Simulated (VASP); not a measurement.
# Cu3Au (Pm-3m) in VASP: further runs

Aim: see how the results for Cu3Au move with the level of theory and the settings. Levels: LDA, PBE. Tasks: relaxation of cell and atoms.

Program: VASP 6.6.1. These are calculated values, not measurements. Logs are shortened: lines on timing, memory, paths and dates and some standing lists are left out, and cuts for length are marked.

### 1 The crystal as given

The structure is cubic, space group Pm-3m (No. 221). The conventional cell has a = 3.740 Å, b = 3.740 Å, c = 3.740 Å, α = 90.00°, β = 90.00°, γ = 90.00°. Around Cu (site symmetry 4/mmm) lie 8 Cu at 2.64 Å and 4 Au at 2.64 Å. Au (site symmetry m-3m) has 12 Cu at 2.64 Å as nearest neighbours.

### 2 Relaxation of cell and atoms, LDA

File INCAR:

```
SYSTEM = Cu3Au
ALGO = Normal
EDIFF = 1E-6
EDIFFG = -0.01
ENCUT = 600
IBRION = 2
ISIF = 3
ISMEAR = 1
LASPH = .TRUE.
LCHARG = .FALSE.
LREAL = .FALSE.
LWAVE = .FALSE.
NELM = 80
NSW = 90
PREC = Accurate
SIGMA = 0.1
```

File KPOINTS:

```
k-points
0
G
  10 10 10
  0 0 0
```

File POSCAR:

```
Cu3Au
1.0
    3.7400000000      0.0000000000      0.0000000000
    0.0000000000      3.7400000000      0.0000000000
    0.0000000000      0.0000000000      3.7400000000
Cu Au
3 1
Direct
    0.0000000000      0.5000000000      0.5000000000
    0.5000000000      0.0000000000      0.5000000000
    0.5000000000      0.5000000000      0.0000000000
    0.0000000000      0.0000000000      0.0000000000
```

Potentials or basis: VASP PAW LDA potentials, release 64 (Cu, Au).

Started as:

```console
> cat potpaw_LDA.64/Cu/POTCAR potpaw_LDA.64/Au/POTCAR > POTCAR
> mpirun -np 1 vasp_std > vasp.out
```

OUTCAR:

```text
SYSTEM = Cu3Au
   EDIFF = 1E-6
   EDIFFG = -0.01
   ENCUT = 600
   IBRION = 2
   ISIF = 3
   ISMEAR = 1
   LASPH = .TRUE.
   LREAL = .FALSE.
   NELM = 80
   NSW = 90
   PREC = Accurate

 ion  position               nearest neighbor table
   1  0.000  0.500  0.500-   2 2.64   3 2.64   4 2.64   3 2.64   4 2.64   2 2.64   4 2.64   4 2.64
                             2 2.64   3 2.64   3 2.64   2 2.64
   2  0.500  0.000  0.500-   1 2.64   3 2.64   4 2.64   3 2.64   4 2.64   1 2.64   3 2.64   3 2.64
                             1 2.64   4 2.64   4 2.64   1 2.64
   3  0.500  0.500  0.000-   1 2.64   2 2.64   4 2.64   1 2.64   2 2.64   2 2.64   4 2.64   2 2.64
                             1 2.64   4 2.64   1 2.64   4 2.64
   4  0.000  0.000  0.000-   1 2.64   2 2.64   3 2.64   1 2.64   2 2.64   1 2.64   3 2.64   1 2.64
                             2 2.64   3 2.64   2 2.64   3 2.64

  LATTYP: Found a simple cubic cell.
 ALAT       =     3.7400000000

  Lattice vectors:

 A1 = (   3.7400000000,   0.0000000000,   0.0000000000)
 A2 = (   0.0000000000,   3.7400000000,   0.0000000000)
 A3 = (   0.0000000000,   0.0000000000,   3.7400000000)

Analysis of symmetry for initial positions (statically):
=====================================================================
 Subroutine PRICEL returns:
 Original cell was already a primitive cell.

 Routine SETGRP: Setting up the symmetry group for a
 simple cubic supercell.

 Subroutine GETGRP returns: Found 48 space group operations
 (whereof 48 operations were pure point group operations)
 out of a pool of 48 trial point group operations.

The static configuration has the point symmetry O_h .

Analysis of symmetry for dynamics (positions and initial velocities):
=====================================================================
 Subroutine PRICEL returns:
 Original cell was already a primitive cell.

 Routine SETGRP: Setting up the symmetry group for a
 simple cubic supercell.

 Subroutine GETGRP returns: Found 48 space group operations
 (whereof 48 operations were pure point group operations)
 out of a pool of 48 trial point group operations.

The dynamic configuration has the point symmetry O_h .

 Subroutine INISYM returns: Found 48 space group operations
 (whereof 48 operations are pure point group operations),
 and found     1 'primitive' translations

----------------------------------------------------------------------------------------

                                     Primitive cell

  volume of cell :      52.3136

  direct lattice vectors                    reciprocal lattice vectors
     3.740000000  0.000000000  0.000000000     0.267379679  0.000000000  0.000000000
[... 105 lines left out ...]
   ISMEAR =     1;   SIGMA  =   0.10  broadening in eV -4-tet -1-fermi 0-gaus
   EFERMI_NEDOS =   21; number of points for ismear=-14 and -15
   IALGO  =     38    algorithm
   IMIX   =      4    mixing-type and parameters
     AMIX     =   0.40;   BMIX     =  1.00
     AMIX_MAG =   1.60;   BMIX_MAG =  1.00
  volume/ion in A,a.u.               =      13.08        88.26
  Fermi-wavevector in a.u.,A,eV,Ry     =   1.545328  2.920247 32.491255  2.388040
  Thomas-Fermi vector in A             =   2.650723
   LORBIT       =      0    0 simple, 1 ext, 2 COOP (PROOUT), +10 PAW based schemes
   GGA     = CA    functional components
   LHFCALC =     F    Hartree Fock is set to
   AEXX    =    0.0000 exact exchange contribution
   IVDW    =     0    specifies the selected vdW correction
   LEPSILON=     F    determine dielectric tensor
   LRPA    =     F    only Hartree local field effects (RPA)
 conjugate gradient relaxation of ions
 non-spin polarized calculation
 Methfessel and Paxton  Order N= 1 SIGMA  =   0.10
  energy-cutoff  :      600.00
  volume of cell :       52.31
 maximum number of plane-waves:      1771
 NGX is ok and might be reduce to    30
   NGX = 15   NGY = 15   NGZ = 15

--------------------------------------- Ionic step        1  -------------------------------------------

 number of electron      44.0000069 magnetization

 Free energy of the ion-electron system (eV)
  ---------------------------------------------------
  ext. energy  EPLUGINS =         0.00000000
  ---------------------------------------------------
  free energy    TOTEN  =       -18.66508622 eV

  energy without entropy =      -18.66157174  energy(sigma->0) =      -18.66391473

------------------------ aborting loop because EDIFF is reached ----------------------------------------

  FORCE on cell =-STRESS in cart. coord.  units (eV):
  Direction    XX          YY          ZZ          XY          YZ          ZX
  --------------------------------------------------------------------------------------
  -------------------------------------------------------------------------------------
  Total       -2.7620894     -2.7620894     -2.7620894     -0.0000000     -0.0000000     -0.0000000
  in kB      -84.5928200    -84.5928200    -84.5928200     -0.0000000     -0.0000000     -0.0000000
  external PRESSURE =     -84.5928200 kB  Pullay stress =       0.0000000 kB
[... 63 lines left out ...]
--------------------------------------- Ionic step        3  -------------------------------------------

 number of electron      44.0000008 magnetization

 Free energy of the ion-electron system (eV)
  ---------------------------------------------------
  ext. energy  EPLUGINS =         0.00000000
  ---------------------------------------------------
  free energy    TOTEN  =       -18.74107444 eV

  energy without entropy =      -18.73890735  energy(sigma->0) =      -18.74035207

 E-fermi :   8.8600     XC(G=0): -13.3833

 val. band max:        8.8487723147   @ k =   0.4000   0.4000   0.3000
 cond. band min:       8.8816859634   @ k =   0.4000   0.4000   0.0000
 fundamental gap:      0.0329136487
 Fermi energy:         8.8600457153

 k-point     1 :       0.0000    0.0000    0.0000
  band No.  band energies     occupation
      1      -1.2827      2.00000
      2       2.0232      2.00000
      3       2.0232      2.00000
      4       2.9052      2.00000
      5       2.9052      2.00000
      6       2.9052      2.00000
[... 685 lines left out ...]
     25      16.4020      0.00000
     26      16.5095      0.00000

 [... further k-points ...]

------------------------ aborting loop because EDIFF is reached ----------------------------------------

  FORCE on cell =-STRESS in cart. coord.  units (eV):
  Direction    XX          YY          ZZ          XY          YZ          ZX
  --------------------------------------------------------------------------------------
  -------------------------------------------------------------------------------------
  Total       -0.0317585     -0.0317585     -0.0317585     -0.0000000     -0.0000000      0.0000000
  in kB       -1.0250554     -1.0250554     -1.0250554     -0.0000000     -0.0000000      0.0000000
  external PRESSURE =      -1.0250554 kB  Pullay stress =       0.0000000 kB
[... 19 lines left out ...]
  FREE ENERGIE OF THE ION-ELECTRON SYSTEM (eV)
  ---------------------------------------------------
  free  energy   TOTEN  =       -18.7410744385 eV

  energy  without entropy=      -18.7389073452  energy(sigma->0) =      -18.74035207

 reached required accuracy - stopping structural energy minimisation
```

OSZICAR:

```text
N       E                     dE             d eps       ncg     rms          rms(c)
DAV:   1     0.374548645529E+03    0.37455E+03   -0.22708E+04  3032   0.313E+03
DAV:   2     0.185779665746E+02   -0.35597E+03   -0.34655E+03  2920   0.478E+02
DAV:   3    -0.203736228747E+02   -0.38952E+02   -0.37269E+02  3750   0.198E+02
DAV:   4    -0.216398235983E+02   -0.12662E+01   -0.12514E+01  4172   0.403E+01
[... 32 lines left out ...]
DAV:   6    -0.187411250969E+02    0.38784E-02   -0.16147E-02  4570   0.275E+00    0.174E-01
DAV:   7    -0.187411089366E+02    0.16160E-04   -0.33292E-03  4490   0.829E-01    0.782E-02
DAV:   8    -0.187410752374E+02    0.33699E-04   -0.39912E-04  4388   0.302E-01    0.138E-02
DAV:   9    -0.187410747303E+02    0.50713E-06   -0.15972E-05  3544   0.478E-02    0.840E-03
DAV:  10    -0.187410744385E+02    0.29177E-06   -0.83167E-07  1666   0.132E-02
   3 F= -.18741074E+02 E0= -.18740352E+02  d E =-.759882E-01
```

CONTCAR:

```text
Cu3Au
   1.00000000000000
     3.6751449821069841    0.0000000000000000   -0.0000000000000000
    -0.0000000000000000    3.6751449821069841    0.0000000000000000
     0.0000000000000000   -0.0000000000000000    3.6751449821069841
  Cu              Au
     3     1
Direct
     0.0000000000000000    0.5000000000000000    0.5000000000000000
     0.5000000000000000    0.0000000000000000    0.5000000000000000
     0.5000000000000000    0.5000000000000000    0.0000000000000000
     0.0000000000000000    0.0000000000000000    0.0000000000000000

  0.00000000E+00  0.00000000E+00  0.00000000E+00
  0.00000000E+00  0.00000000E+00  0.00000000E+00
  0.00000000E+00  0.00000000E+00  0.00000000E+00
  0.00000000E+00  0.00000000E+00  0.00000000E+00
```

Run time: 96 s. Hardware: 1 thread of Intel Xeon 6975P-C (Granite Rapids), shared host; peak memory 0.21 GiB.

Results:

```
Free energy                            : -18.7411 eV
Relaxed volume                         : 12.41 Å³/atom
Relaxed cell                           : a = 3.675 Å, b = 3.675 Å, c = 3.675 Å, α = 90.00°, β = 90.00°, γ = 90.00°
Space group after relaxing (to 0.05 Å) : Pm-3m (No. 221)
Energy gained by relaxing              : 19.0 meV/atom
Ionic steps                            : 3
Pressure after relaxing                : -0.1 GPa
Band gap on the k mesh                 : none (metal or under the smearing width)
```

The path:
| step | energy change (eV) | largest force (eV/Å) | pressure (GPa) | volume (Å³) |
| --- | --- | --- | --- | --- |
| 1 | 0.0000 | 0.0000 | -8.46 | 52.31 |
| 2 | -0.0026 | 0.0000 | 10.46 | 47.26 |
| 3 | -0.0760 | 0.0000 | -0.10 | 49.64 |

Final structure:
```
CELL_PARAMETERS angstrom
3.67514 0.00000 0.00000
0.00000 3.67514 0.00000
0.00000 0.00000 3.67514
ATOMIC_POSITIONS crystal
Cu 0.00000 0.50000 0.50000
Cu 0.50000 0.00000 0.50000
Cu 0.50000 0.50000 0.00000
Au 0.00000 0.00000 0.00000
```

Levels at points of the mesh, in eV from the Fermi level:
```
           k point  band 18  band 19  band 20  band 21  band 22  band 23  band 24  band 25  band 26
(0.00, 0.00, 0.00)    -1.61    -1.41    -1.41    -1.41     1.19     1.19     1.19     6.42     8.03
(0.50, 0.00, 0.00)    -2.39    -2.08    -2.05    -1.61    -1.42     5.99     5.99     6.83     6.83
(0.50, 0.50, 0.00)    -2.45    -2.41    -2.29    -0.53    -0.53    -0.37     0.45     8.85     9.81
(0.50, 0.50, 0.50)    -1.66    -1.66    -1.66    -1.25    -1.21    -1.21    -1.21     2.74     4.47
```

The run has no spin-orbit coupling, so splittings on Au are missing. LDA usually gives volumes a few per cent too small.

### 3 Relaxation of cell and atoms, LDA

This run uses another cell than the first one, of 12.41 Å³/atom, 0.949 times its volume.

Edit INCAR of step 2 so:

```diff
@@ -2,4 +2,4 @@
 ALGO = Normal
-EDIFF = 1E-6
-EDIFFG = -0.01
+EDIFF = 1E-7
+EDIFFG = -0.005
 ENCUT = 600
```

KPOINTS is that of step 2.

File POSCAR:

```
Cu3Au                                   
1.0
    3.6751449821      0.0000000000     -0.0000000000
   -0.0000000000      3.6751449821      0.0000000000
    0.0000000000     -0.0000000000      3.6751449821
  Cu              Au            
     3     1
Direct
     0.0000000000000000    0.5000000000000000    0.5000000000000000
     0.5000000000000000    0.0000000000000000    0.5000000000000000
     0.5000000000000000    0.5000000000000000    0.0000000000000000
     0.0000000000000000    0.0000000000000000    0.0000000000000000
```

Potentials or basis: VASP PAW LDA potentials, release 64 (Cu, Au).

Started as:

```console
> cat potpaw_LDA.64/Cu/POTCAR potpaw_LDA.64/Au/POTCAR > POTCAR
> mpirun -np 1 vasp_std > vasp.out
```

OUTCAR:

```text
SYSTEM = Cu3Au
   EDIFF = 1E-7
   EDIFFG = -0.005
   ENCUT = 600
   IBRION = 2
   ISIF = 3
   ISMEAR = 1
   LASPH = .TRUE.
   LREAL = .FALSE.
   NELM = 80
   NSW = 90
   PREC = Accurate

 ion  position               nearest neighbor table
   1  0.000  0.500  0.500-   2 2.60   3 2.60   4 2.60   3 2.60   4 2.60   2 2.60   4 2.60   4 2.60
                             2 2.60   3 2.60   3 2.60   2 2.60
   2  0.500  0.000  0.500-   1 2.60   3 2.60   4 2.60   3 2.60   4 2.60   1 2.60   3 2.60   3 2.60
                             1 2.60   4 2.60   4 2.60   1 2.60
   3  0.500  0.500  0.000-   1 2.60   2 2.60   4 2.60   1 2.60   2 2.60   2 2.60   4 2.60   2 2.60
                             1 2.60   4 2.60   1 2.60   4 2.60
[... 904 lines left out ...]
  Total       -0.0046905     -0.0046905     -0.0046905     -0.0000000     -0.0000000     -0.0000000
  in kB       -0.1513946     -0.1513946     -0.1513946     -0.0000000     -0.0000000     -0.0000000
  external PRESSURE =      -0.1513946 kB  Pullay stress =       0.0000000 kB

 VOLUME and BASIS-vectors are now :
 -----------------------------------------------------------------------------
  energy-cutoff  :      600.00
  volume of cell :       49.64
      direct lattice vectors                 reciprocal lattice vectors
     3.675144982  0.000000000  0.000000000     0.272098109  0.000000000  0.000000000
     0.000000000  3.675144982  0.000000000     0.000000000  0.272098109  0.000000000
     0.000000000  0.000000000  3.675144982     0.000000000  0.000000000  0.272098109

 POSITION                                       TOTAL-FORCE (eV/Angst)
 -----------------------------------------------------------------------------------
      0.00000      1.83757      1.83757         0.000000      0.000000      0.000000
      1.83757      0.00000      1.83757         0.000000      0.000000      0.000000
      1.83757      1.83757      0.00000         0.000000      0.000000      0.000000
      0.00000      0.00000      0.00000         0.000000      0.000000      0.000000
 -----------------------------------------------------------------------------------
    total drift:                                0.000000      0.000000     -0.000000

  FREE ENERGIE OF THE ION-ELECTRON SYSTEM (eV)
  ---------------------------------------------------
  free  energy   TOTEN  =       -18.7402784365 eV

  energy  without entropy=      -18.7381121447  energy(sigma->0) =      -18.73955634

 reached required accuracy - stopping structural energy minimisation
```

Run time: 37 s. Hardware: 1 thread of Intel Xeon 6975P-C (Granite Rapids), shared host; peak memory 0.21 GiB.

What came out:

* Free energy: -18.7403 eV
* Pressure after relaxing: 0.0 GPa
* Band gap on the k mesh: none (metal or under the smearing width)

Final structure:
```xyz
4
Lattice="3.6751 0.0000 0.0000 0.0000 3.6751 0.0000 0.0000 0.0000 3.6751" Properties=species:S:1:pos:R:3 pbc="T T T"
Cu    0.0000    1.8376    1.8376
Cu    1.8376    0.0000    1.8376
Cu    1.8376    1.8376    0.0000
Au    0.0000    0.0000    0.0000
```

Caveat: the relaxation stopped at its first step, so nothing moved. The run has no spin-orbit coupling, so splittings on Au are missing.

### 4 Relaxation of cell and atoms, PBE

Edit INCAR of step 3 so:

```diff
@@ -2,5 +2,6 @@
 ALGO = Normal
-EDIFF = 1E-7
-EDIFFG = -0.005
+EDIFF = 1E-6
+EDIFFG = -0.01
 ENCUT = 600
+GGA = PE
 IBRION = 2
```

KPOINTS is that of step 3.

File POSCAR:

```
Cu3Au
1.0
    3.7400000000      0.0000000000      0.0000000000
    0.0000000000      3.7400000000      0.0000000000
    0.0000000000      0.0000000000      3.7400000000
Cu Au
3 1
Direct
    0.0000000000      0.5000000000      0.5000000000
    0.5000000000      0.0000000000      0.5000000000
    0.5000000000      0.5000000000      0.0000000000
    0.0000000000      0.0000000000      0.0000000000
```

Potentials or basis: VASP PAW PBE potentials, release 64 (Cu, Au).

Started as:

```console
> cat potpaw_PBE.64/Cu/POTCAR potpaw_PBE.64/Au/POTCAR > POTCAR
> mpirun -np 1 vasp_std > vasp.out
```

Wall time 3.1 min (1 thread of Intel Xeon Platinum 8259CL at 2.50GHz (Skylake/Cascade Lake), shared host); peak memory 0.23 GiB.

The run converged. Its results:

| Property | Result |
| --- | --- |
| Free energy | -14.5815 eV |
| Relaxed volume | 13.53 Å³/atom |
| Relaxed cell | a = 3.783 Å, b = 3.783 Å, c = 3.783 Å, α = 90.00°, β = 90.00°, γ = 90.00° |
| Space group after relaxing (to 0.05 Å) | Pm-3m (No. 221) |
| Energy gained by relaxing | 7.0 meV/atom |
| Ionic steps | 3 |
| Pressure after relaxing | 0.0 GPa |
| Band gap on the k mesh | none (metal or under the smearing width) |

The path:
```
step  energy change (eV)  largest force (eV/Å)  pressure (GPa)  volume (Å³)
   1              0.0000                0.0000            5.25        52.31
   2             -0.0116                0.0000           -3.53        55.63
   3             -0.0282                0.0000            0.05        54.13
```

Final structure:
```
Cu Au
1.0
     3.78287    0.00000    0.00000
     0.00000    3.78287    0.00000
     0.00000    0.00000    3.78287
Cu Au
3 1
Direct
  0.00000 0.50000 0.50000
  0.50000 0.00000 0.50000
  0.50000 0.50000 0.00000
  0.00000 0.00000 0.00000
```

Levels at points of the mesh, in eV from the Fermi level:
```csv
k point,band 20,band 21,band 22,band 23,band 24,band 25
"(0.00, 0.00, 0.00)",-1.36,-1.36,1.33,1.33,1.33,5.83
"(0.50, 0.00, 0.00)",-1.86,-1.48,-1.36,5.74,5.74,6.48
"(0.50, 0.50, 0.00)",-2.07,-0.49,-0.49,-0.42,0.32,8.47
"(0.50, 0.50, 0.50)",-1.56,-0.94,-0.92,-0.92,-0.92,2.36
```

Spin-orbit coupling is left out, which matters for the levels of Au. PBE usually gives volumes a little too large and moduli too small.

### 5 Relaxation of cell and atoms, PBE

This run uses another cell than the first one, of 13.53 Å³/atom, 1.035 times its volume.

Edit INCAR of step 4 so:

```diff
@@ -2,4 +2,4 @@
 ALGO = Normal
-EDIFF = 1E-6
-EDIFFG = -0.01
+EDIFF = 1E-7
+EDIFFG = -0.005
 ENCUT = 600
```

KPOINTS is that of step 4.

File POSCAR:

```
Cu3Au                                   
1.0
    3.7828665846     -0.0000000000     -0.0000000000
    0.0000000000      3.7828665846      0.0000000000
   -0.0000000000      0.0000000000      3.7828665846
  Cu              Au            
     3     1
Direct
     0.0000000000000000    0.5000000000000000    0.5000000000000000
     0.5000000000000000    0.0000000000000000    0.5000000000000000
     0.5000000000000000    0.5000000000000000    0.0000000000000000
     0.0000000000000000    0.0000000000000000    0.0000000000000000
```

Started as:

```console
> cat potpaw_PBE.64/Cu/POTCAR potpaw_PBE.64/Au/POTCAR > POTCAR
> mpirun -np 1 vasp_std > vasp.out
```

Run time: 91 s. Hardware: 1 thread of Intel Xeon Platinum 8259CL at 2.50GHz (Skylake/Cascade Lake), shared host; peak memory 0.23 GiB.

Results (log left out):

* Free energy: -14.5819 eV
* Pressure after relaxing: 0.0 GPa
* Band gap on the k mesh: none (metal or under the smearing width)

Final structure:
```
Cu Au
1.0
     3.78287    0.00000    0.00000
     0.00000    3.78287    0.00000
     0.00000    0.00000    3.78287
Cu Au
3 1
Direct
  0.00000 0.50000 0.50000
  0.50000 0.00000 0.50000
  0.50000 0.50000 0.00000
  0.00000 0.00000 0.00000
```

Levels at points of the mesh, in eV from the Fermi level:
```tsv
k point	band 19	band 20	band 21	band 22	band 23	band 24	band 25	band 26
(0.00, 0.00, 0.00)	-1.36	-1.36	-1.36	1.33	1.33	1.33	5.83	7.33
(0.50, 0.00, 0.00)	-1.93	-1.86	-1.48	-1.36	5.74	5.74	6.48	6.49
(0.50, 0.50, 0.00)	-2.14	-2.07	-0.49	-0.49	-0.42	0.32	8.47	9.35
(0.50, 0.50, 0.50)	-1.56	-1.56	-0.94	-0.92	-0.92	-0.92	2.36	4.01
```

Caveat: the relaxation stopped at its first step, so nothing moved.
